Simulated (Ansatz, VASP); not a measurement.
**CdS (Greenockite) in VASP and in Ansatz**

File INCAR:

```
SYSTEM = CdS
ALGO = Normal ; EDIFF = 1E-7
ENCUT = 520 ; GGA = PE
ISIF = 2 ; ISMEAR = -1
LASPH = .True. ; LCHARG = .False.
LREAL = .False. ; LWAVE = .False.
NBANDS = 26 ; NELM = 100
PREC = Accurate ; SIGMA = 0.05
```

KPOINTS

```
k-points
0
Gamma
  7 7 4
  0 0 0
```

POSCAR

```
CdS
1.0
    4.0939120434      0.0000000000      0.0000000000
   -2.0469560217      3.5454318304      0.0000000000
    0.0000000000      0.0000000000      6.6459482979
Cd S
2 2
Direct
    0.6666666667      0.3333333333      0.5000000000
    0.3333333333      0.6666666667      0.0000000000
    0.6666666667      0.3333333333      0.8750000000
    0.3333333333      0.6666666667      0.3750000000
```

The input input.yaml:

```yaml
crystal:
  lattice:
    - [4.0939120434, 0.0, 0.0]
    - [-2.0469560217, 3.5454318304, 0.0]
    - [0.0, 0.0, 6.6459482979]
  atoms:
    - { symbol: Cd, position: [0.6666666667, 0.3333333333, 0.5] }
    - { symbol: Cd, position: [0.3333333333, 0.6666666667, 0.0] }
    - { symbol: S, position: [0.6666666667, 0.3333333333, 0.875] }
    - { symbol: S, position: [0.3333333333, 0.6666666667, 0.375] }
hamiltonian:
  xc: pbe
  pseudopotentials: { kind: paw }
kpoints:
  mp_grid: { grid: [7, 7, 4] }
scf:
  occupations: { method: fermi_dirac, width: 0.05 }
output:
  forces: true
  stress: true
  eigenvalues: true
```

Change from the starting cell: volume scaled by 0.96.

Alike in both runs: task single point; functional PBE; k mesh 7 × 7 × 4; occupations fermi-dirac, width 0.05 eV; no spin polarisation.

```csv
,VASP,Ansatz
version,VASP 6.6.1,Ansatz 0.2.0
potentials or method,"VASP PAW PBE potentials, release 64 (Cd, S)",Ansatz PAW
plane-wave cutoff (eV),520,420
valence electrons in the cell,36,52
```

VASP gave:

```
gap on the k mesh at the Fermi level (eV)       : 1.30
least direct gap on the mesh (eV)               : 1.30
pressure (GPa)                                  : 5.3
largest component of the traceless stress (GPa) : 0.54
rms of the force components (eV/Å)              : 0.045
```

Estimate Ansatz's values.

gap on the k mesh at the Fermi level (eV): 1.29; least direct gap on the mesh (eV): 1.29; pressure (GPa): 4.9; largest component of the traceless stress (GPa): 0.52; rms of the force components (eV/Å): 0.044.

Atom by atom the forces differ by 0.001 eV/Å (rms over components). The two sets of potentials don't hold the same shells in valence.

Caveats: odd divisions of the mesh miss points on the zone boundary, where band edges often lie, so the gap on the mesh can be too wide (Ansatz).
